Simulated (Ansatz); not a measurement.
# TiSi2 and the effect of the Hubbard U on Ti d

The cell as given:

```cif
data_structure
_symmetry_space_group_name_H-M 'P 1'
_symmetry_Int_Tables_number 1
_cell_length_a 5.9267
_cell_length_b 4.8869
_cell_length_c 4.7606
_cell_angle_alpha 75.793
_cell_angle_beta 53.067
_cell_angle_gamma 51.140
_cell_volume 83.88
loop_
_atom_site_label
_atom_site_type_symbol
_atom_site_fract_x
_atom_site_fract_y
_atom_site_fract_z
_atom_site_occupancy
Ti1 Ti 0.75000 0.75000 0.75000 1
Ti2 Ti 0.50000 0.50000 0.50000 1
Si1 Si 0.41257 0.08743 0.41257 1
Si2 Si 0.08743 0.41257 0.08743 1
Si3 Si 0.16257 0.83743 0.16257 1
Si4 Si 0.83743 0.16257 0.83743 1
```

The cell is a database's computed one, not the measured one.

Kept alike: task relaxation of cell and atoms; functional PBEsol; k mesh 7 × 7 × 7; occupations fermi-dirac, width 0.05 eV; no spin polarisation. Program: Ansatz, Ansatz PAW, cutoff 420 eV. The mesh is that of the run's cell of 6 atoms. No spin-orbit coupling.

| run | volume (Å³/atom) | first edge of the run's cell (Å) | third edge of the run's cell (Å) |
| --- | --- | --- | --- |
| A | 14.117 | 5.941 | 4.777 |
| B | 15.283 | 6.130 | 5.034 |
| C | 14.018 | 5.929 | 4.759 |
| D | 14.236 | 5.955 | 4.801 |
| E | 13.779 | 5.896 | 4.723 |
| F | 13.932 | 5.917 | 4.746 |
| G | 14.399 | 5.977 | 4.838 |
| H | 13.854 | 5.907 | 4.734 |

U acts here on a shell without spin polarisation. The relaxations keep at least the cell's symmetry (Fddd). For a metal such a mesh leaves the last digits unconverged. Relaxations stop with a little pressure left, so the last digits of a volume or edge aren't settled. How U acts hangs on the program's projectors. All rows use potentials made for PBE. U is the effective U - J on orthogonalised atomic projectors. Double counting: fully localised limit (the default).

Problem. The runs differ in the Hubbard U on Ti d alone: 0; 1; 2; 3; 4; 5; 6; 8 eV. Which run is which?

Solution. Run A is 4 eV; run B is 8 eV; run C is 3 eV; run D is 5 eV; run E is 0 eV; run F is 2 eV; run G is 6 eV; run H is 1 eV. The volume rises from 13.779 to 15.283 Å³/atom between 0 and 8 eV. The first edge of the run's cell rises from 5.896 to 6.130 Å between 0 and 8 eV. The third edge of the run's cell rises from 4.723 to 5.034 Å between 0 and 8 eV.
